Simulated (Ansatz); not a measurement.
# Mg2Si: a workflow

**The experiment.** The Crystallography Open Database holds a cell as deposited of cubic Mg2Si (space group Fm-3m), temperature not stated (1975): a = 6.350 Å, 21.34 Å³/atom.

Computed with Ansatz (plane waves, PAW, 420 eV cutoff): PBE, scalar-relativistic, no spin polarisation, Γ-centred 10×10×10 mesh, 0.05 eV Gaussian smearing. The datasets are Ansatz's generated set soft_2.

The chain of runs began from a cell as deposited in COD, expanded in volume.

Starting cell, 3 % over the database's volume:

```cif
data_structure
_symmetry_space_group_name_H-M 'P 1'
_symmetry_Int_Tables_number 1
_cell_length_a 4.5334
_cell_length_b 4.5334
_cell_length_c 4.5334
_cell_angle_alpha 60.000
_cell_angle_beta 60.000
_cell_angle_gamma 60.000
_cell_volume 65.88
loop_
_atom_site_label
_atom_site_type_symbol
_atom_site_fract_x
_atom_site_fract_y
_atom_site_fract_z
_atom_site_occupancy
Mg1 Mg 0.25000 0.25000 0.25000 1
Mg2 Mg 0.75000 0.75000 0.75000 1
Si1 Si 0.00000 0.00000 0.00000 1
```

The first steps of the search for zero pressure:

| run | level | k-mesh | kind | V (Å³/atom) | P (GPa) | gap on the mesh (eV) |
| --- | --- | --- | --- | --- | --- | --- |
| 1 | PBE | 10×10×10 | fixed cell | 21.96 | -1.1 | 0.24 |
| 2 | PBE | 10×10×10 | fixed cell | 21.80 | -0.7 | 0.24 |

(1) At which volume does PBE reach zero pressure?

Answer:

(1) 21.49 Å³/atom, about 2.2 % under the start.

The steps that followed:

| run | level | k-mesh | kind | V (Å³/atom) | P (GPa) | E − E(final) (meV/atom) | gap on the mesh (eV) |
| --- | --- | --- | --- | --- | --- | --- | --- |
| 3 | PBE | 10×10×10 | fixed cell | 21.49 | 0.0 | 0.0 | 0.22 |

The final structure (symmetry read at 0.01 Å). Symmetry: Fm-3m, No. 225, cubic system. The conventional cell has a = 6.365 Å, b = 6.365 Å, c = 6.365 Å, α = 90.00°, β = 90.00°, γ = 90.00°. Mg (site symmetry -43m) has 4 Si at 2.76 Å as nearest neighbours. Si (site symmetry m-3m) is surrounded by 8 Mg at 2.76 Å. (Shells end 15 % past the nearest neighbour.)

At the final geometry the gap, band path included, is 0.22 eV. The equation of state gives B0 = 54 GPa and B0′ = 4.1. Against the elements' standard states, run alike and uncorrected, the formation energy is -0.16 eV/atom. 

**Comparison.** The computed cell (6.365 Å, 21.49 Å³/atom) differs from the database's by +0.7 % in volume, about +0.2 % in length. PBE usually overestimates volumes by a few per cent. The static lattice also lacks zero-point motion and thermal expansion, roughly 1.1 to 2.7 % in volume at 300 K (room temperature assumed) by Grüneisen's rule, γ·3k_BT/(B0·V0) with γ of 1 to 2.5, so its own overestimate is larger than the figure.
